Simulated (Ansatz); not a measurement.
# Migration of N in Al

Theory: DFT PBE, scalar-relativistic, plane waves, PAW (Ansatz 0.2.0). Run with 420 eV cutoff, 3×3×3 k-mesh, Gaussian smearing of 0.10 eV, no spin polarisation.

Host crystal, relaxed:

```
Al
1.0
     0.00000    2.02081    2.02081
     2.02081    0.00000    2.02081
     2.02081    2.02081    0.00000
Al
1
Direct
  0.00000 0.00000 0.00000
```

In a supercell of 27 host sites, interstitial N hops to an equivalent place, moving 2.04 Å between the relaxed ends. Climbing-image nudged elastic band at fixed cell with images 0 (start) to 6 (end), the path measured over all atoms, converged to 0.05 eV/Å; the order of the saddle wasn't checked, and the small cell leaves errors of about a tenth of an eV. At the top the atom squeezes straight between two others, where symmetry can hold a band on a ridge, so a bent path, such as one by way of a neighbouring hole, may have a much lower barrier.

Supercell rows in host cell vectors: 0 0 -3; 0 -3 0; -3 0 0. N was set at (0.250, 0.250, 0.250) of the host cell.

At the relaxed start N has 4 Al at 1.87 Å.

**Question.** What barrier does the band give, and what surrounds the atom at the top?

**Answer.** 1.09 eV at image 3, where N has 2 Al at 1.81 Å, 4 Al at 2.31 Å.

Cost: 1 run of about 23 core-minutes, on Arm Neoverse V1 (shared hosts).